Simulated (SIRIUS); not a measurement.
**BN under changes of volume**

One of the cells (9.328 Å³/atom); the others are scaled copies at fixed shape and fractional positions:

```
N B
1.0
     1.25941    0.72712    3.39527
    -1.25941    0.72712    3.39527
     0.00000   -1.45424    3.39527
N B
1 1
Cartesian
  0.0000 0.0000 6.7964
  0.0000 0.0000 0.0033
```

The cell is a database's computed one.

| Property | Result |
| --- | --- |
| Program | SIRIUS 7.10.0 |
| Functional | PBEsol |
| Potentials or basis | PseudoDojo 0.4.1 PBEsol standard (scalar relativistic) |
| Cutoff | 1152 eV |
| Density cutoff | 4606 eV |
| k mesh | 12 × 12 × 12 |
| Occupations | fermi-dirac, width 0.05 eV |
| Spin | no spin polarisation |

| volume (Å³/atom) | energy over the lowest point (meV/atom) | pressure (GPa) | gap on the mesh (eV) | largest force (eV/Å) |
| --- | --- | --- | --- | --- |
| 8.596 | 29.78 | 17.8 | 4.28 | 0.002 |
| 8.779 | ? | ? | ? | ? |
| 8.962 | 2.75 | 6.2 | 4.23 | 0.002 |
| 9.328 | 0.00 | -3.5 | 4.18 | 0.004 |
| 9.510 | 6.44 | -7.7 | 4.16 | 0.006 |
| 9.693 | 17.49 | -11.6 | 4.13 | 0.007 |

What does the run at 8.779 Å³/atom give?

Energy over the lowest point 12.94 meV/atom; pressure 11.7 GPa; gap on the mesh 4.25 eV; largest force 0.000 eV/Å.

Worked out: A Birch-Murnaghan fit of order 3 (a polynomial in V^(-2/3)) to the other rows has its minimum at 9.19 Å³/atom with B0 = V·E''(V) = 238 GPa and B' = 3.5 at fixed shape and positions, which overstates the stiffness. It gives 12.94 meV/atom at 8.779 Å³/atom, against the run's 12.94, and -dE/dV = 11.7 GPa, against 11.7. A straight line through the other rows of the gap, of slope -1.23 eV per unit of ln V, gives 4.25 eV, against the run's 4.25.

Energies are extrapolated to zero smearing.

A mesh can miss the band edges.
